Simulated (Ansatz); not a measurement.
# CdSe (Fm-3m) in Ansatz: settings compared, part 2 of 2

Ansatz 0.2.0.

**5. Single point, PBE**

File input.yaml:

```yaml
crystal:
  lattice:
    - [0.0, 2.873958, 2.873958]
    - [2.873958, 0.0, 2.873958]
    - [2.873958, 2.873958, 0.0]
  atoms:
    - { symbol: Cd, position: [0.0, 0.0, 0.0] }
    - { symbol: Se, position: [0.5, 0.5, 0.5] }
hamiltonian:
  xc: pbe
  pseudopotentials: { kind: paw }
kpoints:
  mp_grid: { grid: [8, 8, 8] }
scf:
  occupations: { method: gaussian, width: 0.03 }
output:
  forces: true
  stress: true
  eigenvalues: true
```

Potentials or basis: Ansatz PAW.

Started as:

```console
$ ansatz run input.yaml --threads 2 --pin off --max-ram 5632MiB --backend cpu --events-out ev --progress --plain --runs-dir out
```

Output:

```text
Warning: RAYON_NUM_THREADS=2 ignored (pool sized by the plan → 2); use --threads N
Engine: ansatz 0.2.0, aarch64-unknown-linux-gnu
Pseudopotentials: kind: paw
Pseudopotential: Cd, paw, valence charge 20, recommended cutoff 420 eV (normal), Cd.paw.azcp
Pseudopotential: Se, paw, valence charge 16, recommended cutoff 420 eV (normal), Se.paw.azcp
Functional definition: PBE
  parameter kappa = 0.804
  parameter beta = 0.06672455060314922
  exchange = pbe_x(kappa = kappa, mu = beta*pi^2/3)
  correlation = pbe_c(beta = beta)
Crystal: 2 atoms, lattice volume = 47.476 Å³
Basis set: ecut = 420 eV, 941 PW (Γ), exchange–correlation on 60×60×60 points (8 copies of the dense FFT grid, shifted against one another)
Bands: 22, of which v1, the nominal top of the filled ones, is band 18 counted from 1 (17 counted from 0)
Symmetry: 48 space group operations
Space group: Fm-3m (ITA 225), of the structure as read, at distance tolerance 3.6e-5 Å
k-points: 29 of 512
Non-local potential: Cd, projectors of the file, l = 0: 3, l = 1: 2, l = 2: 2, l = 3: 1
Non-local potential: Se, projectors of the file, l = 0: 2, l = 1: 2, l = 2: 3, l = 3: 1
PAW form: soft (Blöchl's): semilocal exchange-correlation on the pseudo side does not see the compensation charge
PAW one-centre angular grid: Cd, 590 points (default); XC on 64 Gauss nodes
PAW one-centre angular grid: Se, 590 points (default); XC on 64 Gauss nodes
Initial density: superposition of atomic densities (neutral atoms: chi_scale 0, normalization atom), corrected by the library's trained network
Initial wavefunctions: pseudopotential atomic-orbital guess
Functional: x = pbe(κ = 0.804, μ = 0.2195149727645171), c = pbe(β = 0.06672455060314922)
SCF iter   1: F=—  HF=-13724.500991 eV  |F-HF|=—  |Δ(HF+E_count)|=         —  Δρ=8.65e-4  dr2=2.73e-4  ethr=1.77e-3  ⟨swp⟩=5.5  Hψ=2650  notcnv=0
preconditioner: auto → none  [insulator: Δε(μ)=0.104 eV  Ē_g=12.158 eV  σ=0.030 eV  W_gap=0.88  n_scr=14 (ndim 8)  ℏωp=22.9 eV  f_vac=0.035  D(μ)=0.92/eV (n_scr^D=0)  ε∞_Penn≈4.5]
SCF iter   2: F=—  HF=-13724.501894 eV  |F-HF|=—  |Δ(HF+E_count)|=   9.03e-4  Δρ=3.38e-4  dr2=4.46e-5  ethr=7.59e-7  ⟨swp⟩=2.7  Hψ=1326  notcnv=0
SCF iter   3: F=—  HF=-13724.501967 eV  |F-HF|=—  |Δ(HF+E_count)|=   7.25e-5  Δρ=1.26e-4  dr2=8.37e-6  ethr=1.24e-7  ⟨swp⟩=2.0  Hψ=901  notcnv=0
SCF iter   4: F=—  HF=-13724.501970 eV  |F-HF|=—  |Δ(HF+E_count)|=   2.95e-6  Δρ=3.76e-5  dr2=5.05e-7  ethr=2.32e-8  ⟨swp⟩=2.0  Hψ=1045  notcnv=0
iter 5 did not close the SCF: its close was put off for the readings that it lacked (scf_convergence_deferred on its scf_iter line)
SCF iter   5: F=-13724.501970 eV  HF=-13724.501970 eV  |F-HF|=8.13e-10  |Δ(HF+E_count)|=   4.03e-7  Δρ=1.01e-5  dr2=4.17e-8  ethr=1.40e-9  ⟨swp⟩=2.3  Hψ=959  notcnv=0
SCF iter   6: F=-13724.501970 eV  HF=-13724.501970 eV  |F-HF|=2.15e-9  |Δ(HF+E_count)|=   1.88e-8  Δρ=2.63e-6  dr2=3.90e-9  ethr=1.16e-10  ⟨swp⟩=2.1  Hψ=2170  notcnv=0
SCF 1 converged in 6 iterations: F = -13724.501970 eV  dr2 = 3.90e-9
SCF converged after 6 iterations
Free energy (F): -13724.501970 eV
Harris-Foulkes:  -13724.501970 eV  (|F-HF|=2.15e-9)
Internal energy: -13724.501554 eV  (E = F + TS)
E sigma→0 (E₀):  -13724.501762 eV
Entropy (-TS):   -0.000416 eV (-0.208 meV/atom)
Fermi energy:    10.024677 eV
--- Per-component energies (eV) ---
  E_band       = -805.075676
  E_kinetic    = 622.923562
  E_local      = -5513.234652  (includes V_loc(G=0)·N_el)
  E_nonlocal   = -561.593138
  E_hartree    = 2644.383330
  E_xc         = -280.545560
  E_vxc        = -319.292848  (∫ρ·V_xc dr)
  E_paw        = -5995.438972  (= ΣΔE_a)
  E_vpaw       = -322.642306  (= ΣTr[D̂ρ^β])
  E_aug_tail   = -0.000516  (compensation charges beyond the density's cutoff)
  E_ewald      = -4640.995608
  E_smearing   = -0.000416  (= −TS)
  E_closure    = 0.000000  (closes the sum)
  Σ components = -13724.501970   (vs F -13724.501970, Δ=0.00e0)
--- Forces (eV/Å), atoms counted from 1 ---
  atom   1  Cd    -0.00000000     0.00000000    -0.00000000
  atom   2  Se     0.00000000    -0.00000000    -0.00000000
  max |Σ_I F_I| component: 9.93e-30 eV/Å
--- Stress (GPa, compression-positive) ---
       -0.336264      -0.000000      -0.000000
       -0.000000      -0.336264       0.000000
        0.000000      -0.000000      -0.336264
  P = ⅓ Tr σ = -0.3363 GPa (-3.363 kbar)
--- Band table (eV; the first three rows and the last of 29) ---
  k-point 0: bands = ["-91.9146", "-52.9849", "-52.9849", "-52.9849", "-36.7156", "-36.7156", "-36.7127", "-36.7127", "-36.7127", "-2.8643", "2.0964", "2.0964", "2.1125", "2.1125", "2.1125", "9.3999", "9.3999", "9.3999", "10.1005", "18.6800", "18.6800", "18.6800"]
  k-point 1: bands = ["-91.9146", "-52.9850", "-52.9849", "-52.9849", "-36.7156", "-36.7156", "-36.7127", "-36.7127", "-36.7127", "-2.7540", "2.0650", "2.0650", "2.1036", "2.1306", "2.1306", "7.9965", "9.4720", "9.4720", "11.4871", "17.3735", "18.1253", "18.1253"]
  k-point 2: bands = ["-91.9146", "-52.9852", "-52.9849", "-52.9849", "-36.7156", "-36.7156", "-36.7127", "-36.7127", "-36.7127", "-2.4621", "1.9872", "1.9872", "2.0711", "2.1786", "2.1786", "6.5167", "9.6593", "9.6593", "12.7397", "16.2293", "16.7122", "16.7122"]
  k-point 28: bands = ["-91.9146", "-52.9853", "-52.9853", "-52.9852", "-36.7157", "-36.7155", "-36.7126", "-36.7126", "-36.7124", "-1.9835", "1.9990", "2.1224", "2.1224", "2.2980", "2.6376", "6.8932", "6.8932", "7.0060", "12.9159", "15.8430", "17.4074", "17.4074"]
```

Wall time 0.76 s (2 threads of Arm Neoverse V2, shared host); peak memory 0.32 GiB.

Results:

- Free energy: -13724.5020 eV
- Pressure: -0.3 GPa
- Band gap on the k mesh: none (metal or under the smearing width)

Levels at points of the mesh, in eV from the Fermi level:
```tsv
k point	band 15	band 16	band 17	band 18	band 19	band 20	band 21	band 22
(0.00, 0.00, 0.00)	-7.91	-0.62	-0.62	-0.62	0.08	8.66	8.66	8.66
(0.00, 0.00, -0.50)	-7.78	-4.93	-0.05	-0.05	3.01	5.26	5.26	5.91
(0.00, -0.50, -0.50)	-7.25	-4.07	-2.05	-2.05	-0.45	5.47	9.66	10.26
```

**6. Relaxation of cell and atoms, RPBE+D4**

Changes to input.yaml since step 5:

```diff
@@ -9,4 +9,5 @@
 hamiltonian:
-  xc: pbe
+  xc: rpbe
   pseudopotentials: { kind: paw }
+  dispersion: d4
 kpoints:
@@ -14,3 +15,3 @@
 scf:
-  occupations: { method: gaussian, width: 0.03 }
+  occupations: { method: fermi_dirac, width: 0.05 }
 output:
@@ -19 +20,9 @@
   eigenvalues: true
+  write_density: true
+  write_potential: true
+  elf: true
+  volumetric_format: npy
+relax:
+  f_tol: 0.01
+  max_steps: 40
+  cell: { stress_tol: 0.05 }
```

Potentials or basis: Ansatz PAW.

Started as:

```console
$ ansatz run input.yaml --threads 2 --pin off --max-ram 5632MiB --backend cpu --events-out ev --progress --plain --runs-dir out
```

Wall time 4.5 s (2 threads of Arm Neoverse V2, shared host); peak memory 0.34 GiB.

It converged, with:

```
Free energy                            : -13740.3249 eV
Relaxed volume                         : 22.40 Å³/atom
Relaxed cell                           : a = 3.987 Å, b = 3.987 Å, c = 3.987 Å, α = 60.00°, β = 60.00°, γ = 60.00°
Space group after relaxing (to 0.05 Å) : Fm-3m (No. 225)
Energy gained by relaxing              : 15.7 meV/atom
Ionic steps                            : 5
Pressure after relaxing                : 0.0 GPa
Band gap on the k mesh                 : none (metal or under the smearing width)
```

The path:
| step | energy change (eV) | largest force (eV/Å) | volume (Å³) |
| --- | --- | --- | --- |
| 1 | 0.0000 | 0.0000 | 47.48 |
| 2 | -0.0187 | 0.0000 | 43.16 |
| 3 | -0.0318 | 0.0000 | 44.98 |
| 4 | -0.0320 | 0.0000 | 44.80 |
| 5 | -0.0313 | 0.0000 | 44.80 |

Final structure:
```xyz
2
Lattice="0.0000 2.8189 2.8189 2.8189 0.0000 2.8189 2.8189 2.8189 0.0000" Properties=species:S:1:pos:R:3 pbc="T T T"
Cd    0.0000    0.0000    0.0000
Se    2.8189    2.8189    2.8189
```

Levels at points of the mesh, in eV from the Fermi level:
```csv
k point,band 15,band 16,band 17,band 18,band 19,band 20,band 21,band 22
"(0.00, 0.00, 0.00)",-8.13,-0.81,-0.81,-0.81,0.35,8.63,8.63,8.63
"(0.00, 0.00, -0.50)",-7.97,-5.27,-0.14,-0.14,2.98,5.22,5.22,6.36
"(0.00, -0.50, -0.50)",-7.33,-4.51,-2.35,-2.35,-0.45,5.35,10.09,10.70
```

Caveat: the plane-wave basis is chosen anew once the cell has moved, so the energies of steps on either side of that aren't comparable; pairwise dispersion overbinds metals, which lowers pressure and volume; the PAW data sets come from PBE, with cores solved anew for the run's functional, which leaves a small shift of forces and pressure.

**7. The runs side by side**

| task | level | cell | smearing | gap on the mesh (eV) | pressure (GPa) | relaxed volume (Å³/atom) |
| --- | --- | --- | --- | --- | --- | --- |
| relaxation of cell and atoms | BLYP+D3(BJ) | relaxed | fermi-dirac 0.05 eV | none | 0.0 | 22.79 |
| relaxation of cell and atoms | BLYP+D4 | relaxed | fermi-dirac 0.05 eV | none | 0.0 | 23.22 |
| single point | PBE | as given | gaussian 0.029 eV | none | -0.3 | - |
| single point | PBE | as given | gaussian 0.03 eV | none | -0.3 | - |
| relaxation of cell and atoms | RPBE+D4 | relaxed | fermi-dirac 0.05 eV | none | 0.0 | 22.40 |

Alike in all rows: potentials or basis Ansatz PAW; no spin polarisation; k mesh 8 × 8 × 8; cutoff (eV) 420.

Caveats: the plane-wave basis is chosen anew once the cell has moved, so the energies of steps on either side of that aren't comparable (some runs); pairwise dispersion overbinds metals, which lowers pressure and volume (some runs); the PAW data sets come from PBE, with cores solved anew for the run's functional, which leaves a small shift of forces and pressure (some runs).

Absolute energies hang on the potentials; compare differences alone.
